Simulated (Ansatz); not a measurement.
This Ansatz 0.2.0 run on Au needs a look.

File input.yaml:

```yaml
crystal:
  lattice:
    - [-1.657269, 1.657269, 1.657269]
    - [1.657269, -1.657269, 1.657269]
    - [1.657269, 1.657269, -1.657269]
  atoms:
    - { symbol: Au, position: [0.0, 0.0, 0.0] }
hamiltonian:
  xc: lda
  pseudopotentials: { kind: paw }
kpoints:
  mp_grid: { grid: [6, 6, 6] }
  band_path:
    path:
      - [[0.0, 0.0, 0.0], [0.5, -0.5, 0.5], [0.0, 0.0, 0.5], [0.0, 0.0, 0.0], [0.25, 0.25, 0.25], [0.5, -0.5, 0.5]]
      - [[0.25, 0.25, 0.25], [0.0, 0.0, 0.5]]
    npoints: 14
scf:
  occupations: { method: fermi_dirac, width: 0.05 }
  n_extra_bands: 6
  convergence: { dr2_threshold: -1.0e-06 }
  max_iter: 60
output:
  forces: true
  stress: true
  eigenvalues: true
  fatbands: false
```

Potentials or basis: Ansatz PAW.

The run is started by

```sh
$ ansatz run input.yaml --threads 2 --pin off --max-ram 5632MiB --backend cpu --events-out ev --progress --plain --runs-dir out
```

Output:

```text
Error: invalid value for `scf.convergence.dr2_threshold`: must be finite and > 0; got -0.000001 eV
```

**Question.** How did it end, and where is the flaw?

**Answer.** The input was rejected before any iteration. The input holds a flaw that was put in on purpose: a threshold that can't be met (scf.convergence.dr2_threshold = -1e-06).
